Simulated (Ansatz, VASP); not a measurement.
MgO2 in VASP and in Ansatz

```
CELL_PARAMETERS angstrom
-2.02634 2.02634 2.41514
2.02634 -2.02634 2.41514
2.02634 2.02634 -2.41514
ATOMIC_POSITIONS crystal
Mg 0.25000 0.25000 0.00000
Mg 0.75000 0.75000 0.00000
O 0.62311 0.12311 0.74621
O 0.37689 0.87689 0.25379
O 0.12311 0.37689 0.50000
O 0.87689 0.62311 0.50000
```

Alike in both runs: functional PBEsol; k mesh 8 × 8 × 8; no spin polarisation.

Ansatz relaxed the structure, and its values are those at the end. VASP's run is a single point on that final structure, the one shown.

|  | VASP | Ansatz |
| --- | --- | --- |
| version | VASP 6.6.1 | Ansatz 0.2.0 |
| potentials or method | VASP PAW PBE potentials, release 64 (Mg, O) | scalar-relativistic, plane waves, PAW |
| plane-wave cutoff (eV) | 520 | 600 |
| occupations | gaussian, width 0.01 eV | fixed |
| valence electrons in the cell | 28 | 44 |

|  | VASP | Ansatz | Ansatz less VASP |
| --- | --- | --- | --- |
| gap on the k mesh at the Fermi level (eV) | 3.61 | 3.66 | +0.048 |
| least direct gap on the mesh (eV) | 4.59 | 4.63 | +0.044 |
| rms of the force components (eV/Å) | 0.126 | 0.000 | -0.1258 |

The two sets of potentials don't hold the same shells in valence.

Caveats: the PAW data sets were made with another functional, which shifts forces and pressure a little (VASP). A k mesh can miss the band edges.
